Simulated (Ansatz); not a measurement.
Crystal: ZnO.

```
CELL_PARAMETERS angstrom
2.68821 0.00000 0.00000
0.00000 2.68821 0.00000
0.00000 0.00000 2.68821
ATOMIC_POSITIONS crystal
Zn 0.00000 0.00000 0.00000
O 0.50000 0.50000 0.50000
```

The cell was built by a generator and needn't be a form met in nature.

```yaml
Program: Ansatz 0.2.0
Task: relaxation of cell and atoms
Functional: HSE06
Potentials_or_basis: Ansatz PAW
Cutoff: "420 eV (not typed: the program's choice for these potentials)"
k_mesh: 5 × 5 × 5
Occupations: fermi-dirac, width 0.05 eV
Spin: no spin polarisation
```

At the start: volume 9.71 Å³/atom.

Question: Where does the relaxation end?

Answer: It ends after 7 steps and the volume is 9.27 Å³/atom (-4.6 %); space group Pm-3m (No. 221, to 0.05 Å).

The path:
| step | energy change (eV) | largest force (eV/Å) | volume (Å³) |
| --- | --- | --- | --- |
| 1 | 0.0000 | 0.0000 | 19.43 |
| 2 | -0.0220 | 0.0000 | 18.86 |
| 3 | -0.0263 | 0.0000 | 18.53 |
| 4 | -0.0262 | 0.0000 | 18.55 |
| 5 | -0.0233 | 0.0000 | 18.55 |
| 6 | -0.0234 | 0.0000 | 18.53 |
| 7 | -0.0229 | 0.0000 | 18.53 |

Final structure:
```cif
data_structure
_symmetry_space_group_name_H-M 'P 1'
_symmetry_Int_Tables_number 1
_cell_length_a 2.6463
_cell_length_b 2.6463
_cell_length_c 2.6463
_cell_angle_alpha 90.000
_cell_angle_beta 90.000
_cell_angle_gamma 90.000
_cell_volume 18.53
loop_
_atom_site_label
_atom_site_type_symbol
_atom_site_fract_x
_atom_site_fract_y
_atom_site_fract_z
_atom_site_occupancy
Zn1 Zn 0.00000 0.00000 0.00000 1
O1 O 0.50000 0.50000 0.50000 1
```

Caveat: the k mesh is coarse (spacing up to 0.47 Å⁻¹), so the values aren't converged, least of all with exact exchange; the plane-wave basis is chosen anew once the cell has moved, so the energies of steps on either side of that aren't comparable; the pressure holds a Pulay correction of +0.7 GPa for the finite cutoff; the PAW data sets come from PBE, with cores solved anew for the run's functional, which leaves a small shift of forces and pressure.
